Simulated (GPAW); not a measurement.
# Au (Fm-3m) in GPAW: notebook

The runs below take Au through optical spectrum, with PBE.

Program: GPAW 26.7.0. These are calculated values, not measurements. Logs are shortened: lines on timing, memory, paths and dates and some standing lists are left out, and cuts for length are marked. The log counts tension as positive stress, the text compression.

### Step 1. The crystal as given

Symmetry: Fm-3m, No. 225, cubic system. The conventional cell has a = 4.043 Å, b = 4.043 Å, c = 4.043 Å, α = 90.00°, β = 90.00°, γ = 90.00°. Au (site symmetry m-3m) is surrounded by 12 Au at 2.86 Å.

### Step 2. Optical spectrum, PBE

The input, run.py:

```python
from ase.dft.bandgap import bandgap
from ase.io import read, write
from gpaw import GPAW, PW
from gpaw.response.df import DielectricFunction

atoms = read('POSCAR')

calc = GPAW(mode=PW(450),
            xc='PBE',
            kpts={'size': (9, 9, 9), 'gamma': True},
            occupations={'name': 'fermi-dirac', 'width': 0.05},
            nbands=14,
            convergence={'density': 1e-06},
            maxiter=150,
            txt='gpaw.txt')
atoms.calc = calc
energy = atoms.get_potential_energy()
calc.write('gs.gpw')
write('result.traj', atoms)
print(f'Energy: {energy:.6f} eV')
print('Fermi level:', round(calc.get_fermi_level(), 4), 'eV')
print(f'Gap: {bandgap(calc)[0]:.4f} eV, direct: {bandgap(calc, direct=True)[0]:.4f} eV')

dense = calc.fixed_density(kpts={'size': (28, 28, 28), 'gamma': True},
                           nbands=22, convergence={'bands': 16, 'eigenstates': 1e-7},
                           update_fermi_level=True, txt='dense.txt')
dense.write('dense.gpw', mode='all')

df = DielectricFunction('dense.gpw', frequencies={'type': 'nonlinear', 'domega0': 0.05, 'omega2': 10},
                        eta=0.1, ecut=50, nbands=16, rate='eta', txt='df.txt')
for direction in ['x']:
    df.get_dielectric_function(xc='RPA', direction=direction, filename=f'df_{direction}.csv')
```

The input, POSCAR:

```
Au
1.0
    0.0000000000      2.0213418704      2.0213418704
    2.0213418704      0.0000000000      2.0213418704
    2.0213418704      2.0213418704      0.0000000000
Au
1
Direct
    0.0000000000      0.0000000000      0.0000000000
```

Potentials or basis: GPAW PAW data sets (gpaw-data 1.2.1), pw.

Started as:

```
$ OMP_NUM_THREADS=1 python run.py
```

gpaw.txt:

```text
__  _  _
 | _ |_)|_||  |
 |__||  | ||/\| - 26.7.0

Input parameters:
  mode=PW(ecut=450.00000000000006),
  convergence={'density': 1e-06},
  kpts=MonkhorstPack(size=(9, 9, 9), gamma=True),
  maxiter=150,
  nbands=14,
  occupations=Occupations(name='fermi-dirac', width=0.05),
  xc=XC(name='PBE')

Diagonalizing LCAO Hamiltonian
Converting LCAO to pw mode

       Au

Atoms  # Å, Bohr magnetons
|   | symbol |        x |        y |        z |    initial magnetic moments |
|---|--------|----------|----------|----------|-----------------------------|
| 0 |     Au | 0.000000 | 0.000000 | 0.000000 | ( 0.0000,  0.0000,  0.0000) |

Unit cell  # Å
| periodic |        x |        y |        z |  lengths |    angles |
|----------|----------|----------|----------|----------|-----------|
|      yes | 0.000000 | 2.021342 | 2.021342 | 2.858609 | 60.000000 |
|      yes | 2.021342 | 0.000000 | 2.021342 | 2.858609 | 60.000000 |
|      yes | 2.021342 | 2.021342 | 0.000000 | 2.858609 | 60.000000 |

Number of symmetries: 48
Symmetry operations  # r_c * U_cc + t_c -> r_c
|    | kind |            matrix            |
|----|------|------------------------------|
|  0 |  σ   |  1, 0, 0,  1, 0,-1,  1,-1, 0 |
|  1 |  C2  |  1, 0, 0,  1,-1, 0,  1, 0,-1 |
|  2 |  E   |  1, 0, 0,  0, 1, 0,  0, 0, 1 |
|  3 |  σ   |  1, 0, 0,  0, 0, 1,  0, 1, 0 |
|  4 |  C4  |  1, 0,-1,  1, 0, 0,  1,-1, 0 |
|  5 |  S6  |  1, 0,-1,  1,-1, 0,  1, 0, 0 |
|  6 |  σ   |  1, 0,-1,  0, 1,-1,  0, 0,-1 |
|  7 |  C3  |  1, 0,-1,  0, 0,-1,  0, 1,-1 |
|  8 |  S6  |  1,-1, 0,  1, 0, 0,  1, 0,-1 |
|  9 |  C4  |  1,-1, 0,  1, 0,-1,  1, 0, 0 |
| 10 |  C3  |  1,-1, 0,  0,-1, 1,  0,-1, 0 |
| 11 |  σ   |  1,-1, 0,  0,-1, 0,  0,-1, 1 |
| 12 |  σ   |  0, 1, 0,  1, 0, 0,  0, 0, 1 |
| 13 |  C4  |  0, 1, 0,  0, 1,-1, -1, 1, 0 |
| 14 |  C3  |  0, 1, 0,  0, 0, 1,  1, 0, 0 |
| 15 |  S6  |  0, 1, 0, -1, 1, 0,  0, 1,-1 |
| 16 |  C2  |  0, 1,-1,  1, 0,-1,  0, 0,-1 |
| 17 |  σ   |  0, 1,-1,  0, 1, 0, -1, 1, 0 |
| 18 |  S4  |  0, 1,-1,  0, 0,-1,  1, 0,-1 |
| 19 |  C4  |  0, 1,-1, -1, 1, 0,  0, 1, 0 |
| 20 |  C3  |  0, 0, 1,  1, 0, 0,  0, 1, 0 |
| 21 |  σ   |  0, 0, 1,  0, 1, 0,  1, 0, 0 |
| 22 |  S6  |  0, 0, 1,  0,-1, 1, -1, 0, 1 |
| 23 |  C4  |  0, 0, 1, -1, 0, 1,  0,-1, 1 |
| 24 |  S4  |  0, 0,-1,  1, 0,-1,  0, 1,-1 |
| 25 |  C3  |  0, 0,-1,  0, 1,-1,  1, 0,-1 |
| 26 |  C2  |  0, 0,-1,  0,-1, 0, -1, 0, 0 |
| 27 |  S6  |  0, 0,-1, -1, 0, 0,  0,-1, 0 |
| 28 |  S4  |  0,-1, 1,  1,-1, 0,  0,-1, 0 |
| 29 |  C4  |  0,-1, 1,  0, 0, 1, -1, 0, 1 |
| 30 |  C2  |  0,-1, 1,  0,-1, 0,  1,-1, 0 |
| 31 |  σ   |  0,-1, 1, -1, 0, 1,  0, 0, 1 |
| 32 |  C3  |  0,-1, 0,  1,-1, 0,  0,-1, 1 |
| 33 |  S6  |  0,-1, 0,  0, 0,-1, -1, 0, 0 |
| 34 |  S4  |  0,-1, 0,  0,-1, 1,  1,-1, 0 |
| 35 |  C2  |  0,-1, 0, -1, 0, 0,  0, 0,-1 |
| 36 |  C2  | -1, 1, 0,  0, 1, 0,  0, 1,-1 |
| 37 |  S6  | -1, 1, 0,  0, 1,-1,  0, 1, 0 |
| 38 |  S4  | -1, 1, 0, -1, 0, 1, -1, 0, 0 |
| 39 |  C3  | -1, 1, 0, -1, 0, 0, -1, 0, 1 |
| 40 |  S6  | -1, 0, 1,  0, 0, 1,  0,-1, 1 |
| 41 |  C2  | -1, 0, 1,  0,-1, 1,  0, 0, 1 |
| 42 |  C3  | -1, 0, 1, -1, 1, 0, -1, 0, 0 |
| 43 |  S4  | -1, 0, 1, -1, 0, 0, -1, 1, 0 |
| 44 |  C2  | -1, 0, 0,  0, 0,-1,  0,-1, 0 |
| 45 |  i   | -1, 0, 0,  0,-1, 0,  0, 0,-1 |
| 46 |  σ   | -1, 0, 0, -1, 1, 0, -1, 0, 1 |
| 47 |  C2  | -1, 0, 0, -1, 0, 1, -1, 1, 0 |

BZ-sampling:
  Number of BZ points: 729
  Number of IBZ points: 35

  Monkhorst-Pack size: [9, 9, 9]
  Monkhorst-Pack shift: [0, 0, 0]

K-points  # in reciprocal-cell coordinates
|     |                                coordinates |     weight |
|-----|--------------------------------------------|------------|
|   0 | (  0.00000000,   0.00000000,   0.00000000) | 0.00137174 |
|   1 | (  0.11111111,   0.11111111,   0.00000000) | 0.00823045 |
|   2 | (  0.11111111,   0.11111111,   0.11111111) | 0.01097394 |
|   3 | (  0.22222222,   0.11111111,   0.11111111) | 0.01646091 |
|   4 | (  0.22222222,   0.22222222,   0.00000000) | 0.00823045 |
|   5 | (  0.22222222,   0.22222222,   0.11111111) | 0.03292181 |
|   6 | (  0.22222222,   0.22222222,   0.22222222) | 0.01097394 |
|   7 | (  0.33333333,   0.22222222,   0.11111111) | 0.03292181 |
|   8 | (  0.33333333,   0.22222222,   0.22222222) | 0.03292181 |
|   9 | (  0.33333333,   0.33333333,  -0.33333333) | 0.01646091 |
| ... |                                            |            |
|  34 | (  0.44444444,   0.44444444,   0.44444444) | 0.01097394 |

Plane wave coefficients: 365
Cutoff: 450.00000000000006 eV

Spin-components: 1 (collinear spins)
Bands:           14
Projectors:      6
Spin-degeneracy: 2
Datatype:        complex128

Parallelization:
  kpt:    1
  domain: 1
  band:   1

Density:
  Valence electrons: 11.0
  Components: 1
  Grid points: [14 14 14]
  Charge: 0.0  # |e|

Potential:
  Grid points: [14 14 14]

species:
  Au:
    name:    Gold
    Z:       79.0
    valence: 11
    core:    68
    charge:  0.0  # [|e|]
    compensation charges:
      type: gauss
      rc: 0.42  # [Å]
      lmax: 2
    cutoffs:
      filter: 2.33  # [Å]
      core: 2.81  # [Å]
    projectors
    | kind |    occ | energy [eV] | rcut [Å] |
    |------|--------|-------------|----------|
    |   6s |  1.000 |      -5.728 |    1.323 |
    |   6p |  0.000 |      -0.775 |    1.323 |
    |   5d | 10.000 |      -6.891 |    1.323 |
    |    s |        |      21.484 |    1.323 |
    |    p |        |      26.436 |    1.323 |
    |    d |        |      20.321 |    1.323 |

    Using partial waves for Au as LCAO basis

Reference energy: -516598.271109  # eV

eigensolver:
  PPCG
  Converge bands: occupied
  niter=2

density mixing:
  MSR1-Mixer
  Pratt-step length: 0.05
  Maximum mixing coefficient: 0.75
  Old densities: 10
  SVD Regularization: 0.005
  Good broyden scale: 1.0
  Trust region scale: 1.0
  Backstep threshold: 4.0
  History deletion threshold: 6.0
  Fourier metric: weight=20.0, sigma=0.015

occupation numbers:
  Fermi-Dirac:
    width: 0.0500  # eV

poisson solver:
  ecut: 3600.0000000000005  # eV

xc functional:
  name: PBE with 2 nearest neighbor stencil

convergence criteria:
- Maximum integral of absolute [dens]ity change: 1e-06 electrons / valence electron
- Maximum [total energy] change in last 3 cyles: 0.0005 eV / valence electron
- Maximum integral of absolute [eigenst]ate change: 4e-08 eV^2 / valence electron
maximum number of iterations: 150

SCF iterations
|iter     | |      energy | eigst |  dens |
|---------|-|-------------|-------|-------|
|iter:   1| |   -3.368513 | -0.44 |       |
|iter:   2| |   -3.311031 | -2.86 | -1.10 |
|iter:   3| |   -3.088488 | -2.32 | -1.14 |
|iter:   4| |   -3.085880 | -4.40 | -2.06 |
|iter:   5| |   -3.085045c| -4.22 | -2.36 |
|iter:   6| |   -3.085042c| -6.84 | -3.75 |
|iter:   7| |   -3.085041c| -7.40c| -4.04 |
|iter:   8| |   -3.085041c| -8.87c| -5.26 |
|iter:   9| |   -3.085041c| -9.47c| -5.88 |
|iter:  10| |   -3.085041c|-10.47c| -6.86c|

Converged in 10 steps
Energy contributions relative to reference atoms: (reference = -516598.271109)

Energy contributions:
  Kinetic:          -1.384440
  Coulomb:           0.745224
  Zero:              0.144359
  External:          0.000000
  Xc:               -2.589930
  Entropy:          -0.000506
  Spinorbit:         0.000000
  ----------------------------
  Free energy:      -3.085293
  Extrapolated:     -3.085041

dipole moment: (-13.814626, -13.814626, -13.814626)  # |e|*Ang

Fermi level: 10.477
Eigenvalues  # (at kpt = [0.000, 0.000, 0.000])
| band index |      eig [eV] | occ [0-2] |
|------------|---------------|-----------|
|          0 |         0.332 |     2.000 |
|          1 |         5.646 |     2.000 |
|          2 |         5.646 |     2.000 |
|          3 |         5.646 |     2.000 |
|          4 |         7.241 |     2.000 |
|          5 |         7.241 |     2.000 |
|          6 |        26.298 |     0.000 |
|          7 |        30.279 |     0.000 |
|          8 |        30.279 |     0.000 |
|          9 |        30.279 |     0.000 |
|         10 |        34.326 |     0.000 |
|         11 |        38.978 |     0.000 |
|         12 |        38.978 |     0.000 |
|         13 |        38.978 |     0.000 |

No gap
No difference between direct/indirect transitions
# Writing to gs.gpw (mode='')
```

It took 88 s on 1 thread of Arm Neoverse V1, shared host; peak memory 0.37 GiB.

What came out:

- Free energy: -3.0853 eV
- Band gap on the k mesh: none (metal or under the smearing width)

Dielectric function (mean over the directions given):
| energy (eV) | real part | imaginary part |
| --- | --- | --- |
| 0.67 | -144.84 | 46.79 |
| 1.54 | -20.86 | 4.36 |
| 2.54 | -3.92 | 8.79 |
| 3.56 | -0.68 | 6.79 |
| 4.44 | -1.98 | 5.37 |
| 5.38 | -0.01 | 4.06 |
| 6.39 | 0.94 | 3.88 |
| 7.38 | 0.29 | 4.31 |
| 8.25 | -0.30 | 4.18 |
| 9.27 | -0.81 | 3.15 |
| 10.26 | -0.58 | 2.12 |
| 11.31 | 0.01 | 1.88 |
| 12.19 | 0.26 | 1.93 |
| 13.24 | -0.06 | 1.90 |
| 14.22 | 0.01 | 1.59 |
| 15.26 | 0.02 | 1.37 |
| 16.21 | 0.10 | 1.17 |
| 17.36 | 0.24 | 1.08 |
| 18.58 | 0.44 | 0.91 |
| 19.87 | 0.82 | 1.41 |

Caveat: the intraband term hangs on this k mesh; the long-wavelength limit can be off by several per cent where d states take part; independent-particle spectra lack excitons. The run has no spin-orbit coupling, so splittings on Au are missing.

### Step 3. Optical spectrum, PBE

This run uses another cell than the first one, of 16.85 Å³/atom, 1.020 times its volume.

run.py is that of step 2.

The input, POSCAR:

```
Au
1.0
    0.0000000000      2.0350000000      2.0350000000
    2.0350000000      0.0000000000      2.0350000000
    2.0350000000      2.0350000000      0.0000000000
Au
1
Direct
    0.0000000000      0.0000000000      0.0000000000
```

Potentials or basis: GPAW PAW data sets (gpaw-data 1.2.1), pw.

Started as:

```
$ OMP_NUM_THREADS=1 python run.py
```

gpaw.txt:

```text
__  _  _
 | _ |_)|_||  |
 |__||  | ||/\| - 26.7.0

Input parameters:
  mode=PW(ecut=450.00000000000006),
  convergence={'density': 1e-06},
  kpts=MonkhorstPack(size=(9, 9, 9), gamma=True),
  maxiter=150,
  nbands=14,
  occupations=Occupations(name='fermi-dirac', width=0.05),
  xc=XC(name='PBE')

Diagonalizing LCAO Hamiltonian
Converting LCAO to pw mode

       Au

Atoms  # Å, Bohr magnetons
|   | symbol |        x |        y |        z |    initial magnetic moments |
|---|--------|----------|----------|----------|-----------------------------|
| 0 |     Au | 0.000000 | 0.000000 | 0.000000 | ( 0.0000,  0.0000,  0.0000) |

Unit cell  # Å
| periodic |        x |        y |        z |  lengths |    angles |
|----------|----------|----------|----------|----------|-----------|
|      yes | 0.000000 | 2.035000 | 2.035000 | 2.877925 | 60.000000 |
|      yes | 2.035000 | 0.000000 | 2.035000 | 2.877925 | 60.000000 |
|      yes | 2.035000 | 2.035000 | 0.000000 | 2.877925 | 60.000000 |

Number of symmetries: 48
Symmetry operations  # r_c * U_cc + t_c -> r_c
|    | kind |            matrix            |
|----|------|------------------------------|
|  0 |  σ   |  1, 0, 0,  1, 0,-1,  1,-1, 0 |
|  1 |  C2  |  1, 0, 0,  1,-1, 0,  1, 0,-1 |
|  2 |  E   |  1, 0, 0,  0, 1, 0,  0, 0, 1 |
|  3 |  σ   |  1, 0, 0,  0, 0, 1,  0, 1, 0 |
|  4 |  C4  |  1, 0,-1,  1, 0, 0,  1,-1, 0 |
|  5 |  S6  |  1, 0,-1,  1,-1, 0,  1, 0, 0 |
|  6 |  σ   |  1, 0,-1,  0, 1,-1,  0, 0,-1 |
|  7 |  C3  |  1, 0,-1,  0, 0,-1,  0, 1,-1 |
|  8 |  S6  |  1,-1, 0,  1, 0, 0,  1, 0,-1 |
|  9 |  C4  |  1,-1, 0,  1, 0,-1,  1, 0, 0 |
| 10 |  C3  |  1,-1, 0,  0,-1, 1,  0,-1, 0 |
| 11 |  σ   |  1,-1, 0,  0,-1, 0,  0,-1, 1 |
| 12 |  σ   |  0, 1, 0,  1, 0, 0,  0, 0, 1 |
| 13 |  C4  |  0, 1, 0,  0, 1,-1, -1, 1, 0 |
| 14 |  C3  |  0, 1, 0,  0, 0, 1,  1, 0, 0 |
| 15 |  S6  |  0, 1, 0, -1, 1, 0,  0, 1,-1 |
| 16 |  C2  |  0, 1,-1,  1, 0,-1,  0, 0,-1 |
| 17 |  σ   |  0, 1,-1,  0, 1, 0, -1, 1, 0 |
| 18 |  S4  |  0, 1,-1,  0, 0,-1,  1, 0,-1 |
| 19 |  C4  |  0, 1,-1, -1, 1, 0,  0, 1, 0 |
| 20 |  C3  |  0, 0, 1,  1, 0, 0,  0, 1, 0 |
| 21 |  σ   |  0, 0, 1,  0, 1, 0,  1, 0, 0 |
| 22 |  S6  |  0, 0, 1,  0,-1, 1, -1, 0, 1 |
| 23 |  C4  |  0, 0, 1, -1, 0, 1,  0,-1, 1 |
| 24 |  S4  |  0, 0,-1,  1, 0,-1,  0, 1,-1 |
| 25 |  C3  |  0, 0,-1,  0, 1,-1,  1, 0,-1 |
| 26 |  C2  |  0, 0,-1,  0,-1, 0, -1, 0, 0 |
| 27 |  S6  |  0, 0,-1, -1, 0, 0,  0,-1, 0 |
| 28 |  S4  |  0,-1, 1,  1,-1, 0,  0,-1, 0 |
| 29 |  C4  |  0,-1, 1,  0, 0, 1, -1, 0, 1 |
| 30 |  C2  |  0,-1, 1,  0,-1, 0,  1,-1, 0 |
| 31 |  σ   |  0,-1, 1, -1, 0, 1,  0, 0, 1 |
| 32 |  C3  |  0,-1, 0,  1,-1, 0,  0,-1, 1 |
| 33 |  S6  |  0,-1, 0,  0, 0,-1, -1, 0, 0 |
| 34 |  S4  |  0,-1, 0,  0,-1, 1,  1,-1, 0 |
[... 69 lines left out ...]
      rc: 0.42  # [Å]
      lmax: 2
    cutoffs:
      filter: 2.33  # [Å]
      core: 2.81  # [Å]
    projectors
    | kind |    occ | energy [eV] | rcut [Å] |
    |------|--------|-------------|----------|
    |   6s |  1.000 |      -5.728 |    1.323 |
    |   6p |  0.000 |      -0.775 |    1.323 |
    |   5d | 10.000 |      -6.891 |    1.323 |
    |    s |        |      21.484 |    1.323 |
    |    p |        |      26.436 |    1.323 |
    |    d |        |      20.321 |    1.323 |

    Using partial waves for Au as LCAO basis

Reference energy: -516598.271109  # eV

eigensolver:
  PPCG
  Converge bands: occupied
  niter=2

density mixing:
  MSR1-Mixer
  Pratt-step length: 0.05
  Maximum mixing coefficient: 0.75
  Old densities: 10
  SVD Regularization: 0.005
  Good broyden scale: 1.0
  Trust region scale: 1.0
  Backstep threshold: 4.0
  History deletion threshold: 6.0
  Fourier metric: weight=20.0, sigma=0.015

occupation numbers:
  Fermi-Dirac:
    width: 0.0500  # eV

poisson solver:
  ecut: 3600.0000000000005  # eV

xc functional:
  name: PBE with 2 nearest neighbor stencil

convergence criteria:
- Maximum integral of absolute [dens]ity change: 1e-06 electrons / valence electron
- Maximum [total energy] change in last 3 cyles: 0.0005 eV / valence electron
- Maximum integral of absolute [eigenst]ate change: 4e-08 eV^2 / valence electron
maximum number of iterations: 150

SCF iterations
|iter     | |      energy | eigst |  dens |
|---------|-|-------------|-------|-------|
|iter:   1| |   -3.400257 | -0.46 |       |
|iter:   2| |   -3.342362 | -2.86 | -1.10 |
|iter:   3| |   -3.121183 | -2.32 | -1.14 |
|iter:   4| |   -3.118690 | -4.46 | -2.04 |
|iter:   5| |   -3.117936c| -4.31 | -2.36 |
|iter:   6| |   -3.117933c| -6.37 | -3.77 |
|iter:   7| |   -3.117932c| -7.44c| -4.07 |
|iter:   8| |   -3.117932c| -8.83c| -5.24 |
|iter:   9| |   -3.117932c| -9.44c| -5.90 |
|iter:  10| |   -3.117932c|-10.56c| -6.84c|

Converged in 10 steps
Energy contributions relative to reference atoms: (reference = -516598.271109)

Energy contributions:
  Kinetic:          -3.458347
  Coulomb:           2.523977
  Zero:              0.140273
  External:          0.000000
  Xc:               -2.323593
  Entropy:          -0.000486
  Spinorbit:         0.000000
  ----------------------------
  Free energy:      -3.118175
  Extrapolated:     -3.117932

dipole moment: (-13.902352, -13.902352, -13.902352)  # |e|*Ang

Fermi level: 10.171
Eigenvalues  # (at kpt = [0.000, 0.000, 0.000])
| band index |      eig [eV] | occ [0-2] |
|------------|---------------|-----------|
|          0 |         0.195 |     2.000 |
|          1 |         5.401 |     2.000 |
|          2 |         5.401 |     2.000 |
|          3 |         5.401 |     2.000 |
|          4 |         6.941 |     2.000 |
|          5 |         6.941 |     2.000 |
|          6 |        25.925 |     0.000 |
|          7 |        29.781 |     0.000 |
|          8 |        29.781 |     0.000 |
|          9 |        29.781 |     0.000 |
|         10 |        33.810 |     0.000 |
|         11 |        38.243 |     0.000 |
|         12 |        38.243 |     0.000 |
|         13 |        38.243 |     0.000 |

No gap
No difference between direct/indirect transitions
# Writing to gs.gpw (mode='')
```

stdout:

```text
Energy: -3.117932 eV
Fermi level: 10.1706 eV
Gap: 0.0000 eV, direct: 0.0000 eV
```

Wall time 97 s (1 thread of Arm Neoverse V1, shared host); peak memory 0.37 GiB.

What came out:

```yaml
Free_energy: -3.1182 eV
Band_gap_on_the_k_mesh: none (metal or under the smearing width)
```

Dielectric function (mean over the directions given):
| energy (eV) | real part | imaginary part |
| --- | --- | --- |
| 0.67 | -135.28 | 43.85 |
| 1.54 | -19.03 | 4.11 |
| 2.54 | -3.23 | 8.23 |
| 3.56 | -1.18 | 6.93 |
| 4.44 | -1.37 | 4.58 |
| 5.38 | 0.08 | 3.96 |
| 6.39 | 0.82 | 4.09 |
| 7.38 | 0.37 | 4.35 |
| 8.25 | -0.50 | 3.78 |
| 9.27 | -0.89 | 2.82 |
| 10.26 | -0.44 | 1.97 |
| 11.31 | 0.09 | 1.85 |
| 12.19 | 0.28 | 1.96 |
| 13.24 | 0.04 | 1.78 |
| 14.22 | 0.07 | 1.61 |
| 15.26 | 0.08 | 1.33 |
| 16.21 | 0.24 | 1.14 |
| 17.36 | 0.26 | 1.08 |
| 18.58 | 0.49 | 0.89 |
| 19.87 | 0.67 | 1.49 |

Caveat: the intraband term hangs on this k mesh; the long-wavelength limit can be off by several per cent where d states take part; independent-particle spectra lack excitons.

(Part 1 of 3 ends here.)
